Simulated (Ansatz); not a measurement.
## CuCl: pressure as volume scale varies

All results are calculated (Ansatz 0.2.0). Periodic Kohn-Sham DFT of a crystal at fixed atoms, scaled to volume_scale times the given cell; pressure positive in compression, energy less spherical unpolarised free atoms, largest_vzz the field gradient of largest size among the nuclei.

The cell before it is scaled or strained (space group F-43m, No. 216):
```
CELL_PARAMETERS angstrom
0.00000 2.71010 2.71010
2.71010 0.00000 2.71010
2.71010 2.71010 0.00000
ATOMIC_POSITIONS crystal
Cu 0.00000 0.00000 0.00000
Cl 0.75000 0.75000 0.75000
```

Settings of every row: method frozen-core PAW; functional LDA; relativity scalar; k mesh 13x13x13; filling fermi-dirac; smearing width 0.05 eV; wave cutoff 420 eV; paw set soft_2.

Atom start moment: 0 on all atoms.

Limits: PAW files made with PBE; small gap, it may come from the mesh.

```csv
row,volume scale,V (Å³/atom),pressure (GPa)
1,0.94,18.71,-3.728
2,0.96,19.109,-4.816
3,0.98,19.507,?
4,0.99,19.706,-6.188
5,1,19.905,-6.585
6,1.01,20.104,-6.954
7,1.02,20.303,-7.297
8,1.04,20.701,-7.912
9,1.06,21.099,-8.442
```

Question: what pressure should row 3 give?

Worked fit of pressure. Take u = (V_r/V)^(2/3) − 1 with V_r = 20.005 Å³ an atom, which is twice the finite (Eulerian) strain; such expansions in the strain, on which the Birch-Murnaghan equation of state is built, carry the rest volume and the bulk modulus. The shown rows have u = 0.04563, 0.03102, 0.01009, 0.00335, -0.00329, -0.00981, -0.02254, -0.03487. Least squares give pressure = −6.7734 + 55.649 × u + 232.19 × u² + 241 × u³ GPa; a parabola predicts inner rows, each left out in turn, worse (root mean square 0.0037 against 0.00072 GPa). The rows lie off it by 0.000, 0.001, 0.000, -0.001, 0.000, 0.000, 0.001, 0.000. The withheld row has u = 0.01695, so the fit gives −6.7734 + 55.649 × (0.01695) + 232.19 × (0.01695)² + 241 × (0.01695)³ = -5.762 GPa.

The calculation gave -5.763 GPa. The fit lies 0.001 GPa (0.021 % of the column's range) above it, one unit of the last digit.
